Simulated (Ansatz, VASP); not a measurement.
## Cr in VASP and in Ansatz

Contents of INCAR:

```
SYSTEM = Cr
PREC = Accurate
ENCUT = 520
EDIFF = 1E-6
ISMEAR = -1
SIGMA = 0.05
LREAL = .False.
LASPH = .True.
NELM = 150
ALGO = Normal
ISIF = 2
LWAVE = .False.
LCHARG = .False.
ISPIN = 2
MAGMOM = 3 3
LORBIT = 11
LMAXMIX = 4
GGA = PS
NBANDS = 23
```

The input KPOINTS:

```
Automatic mesh
0
Gamma
  11 11 6
  0 0 0
```

Contents of POSCAR:

```
Cr
1.0
    2.6585966991      0.0000000000      0.0000000000
   -1.3292983495      2.3024122798      0.0000000000
    0.0000000000      0.0000000000      4.3199747394
Cr
2
Direct
    0.6666666667      0.3333333333      0.7500000000
    0.3333333333      0.6666666667      0.2500000000
```

input.yaml

```yaml
crystal:
  lattice:
    - [2.6585966991, 0.0, 0.0]
    - [-1.3292983495, 2.3024122798, 0.0]
    - [0.0, 0.0, 4.3199747394]
  atoms:
    - { symbol: Cr, position: [0.6666666667, 0.3333333333, 0.75], spin: 3.0 }
    - { symbol: Cr, position: [0.3333333333, 0.6666666667, 0.25], spin: 3.0 }
hamiltonian:
  xc: pbesol
  pseudopotentials: { kind: paw }
magnetization:
  spin_polarized: true
kpoints:
  mp_grid: { grid: [11, 11, 6] }
scf:
  occupations: { method: fermi_dirac, width: 0.05 }
output:
  forces: true
  stress: true
  eigenvalues: true
```

This isn't the form of Cr at room conditions, which is bcc.

Alike in both runs: task single point; functional PBEsol; k mesh 11 × 11 × 6; occupations fermi-dirac, width 0.05 eV; collinear spin.

```csv
,VASP,Ansatz
version,VASP 6.6.1,Ansatz 0.2.0
potentials or method,"VASP PAW PBE potentials, release 64 (Cr_pv)",Ansatz PAW
plane-wave cutoff (eV),520,420
valence electrons in the cell,24,28
```

```csv
,VASP,Ansatz,Ansatz less VASP
gap on the k mesh at the Fermi level (eV),none,none,-
pressure (GPa),-26.8,-26.7,+0.09
largest component of the traceless stress (GPa),5.82,6.42,+0.605
net moment per atom (μB),0.45,0.38,-0.070
size of the moment on the site where the two differ most (μB),0.41,0.34,-0.072
```

Site moments also hang on the region over which each program counts them. A gap of «none» marks a metal or a gap that the smearing closes. The two sets of potentials don't hold the same shells in valence.

Caveats: so large a pressure means that the cell lies far from this level's equilibrium, or that cutoff or potentials fall short (VASP); the potentials were made for another functional, which shifts forces and pressure (VASP); the PAW data sets come from PBE, with cores solved anew for the run's functional, which leaves a small shift of forces and pressure (Ansatz).
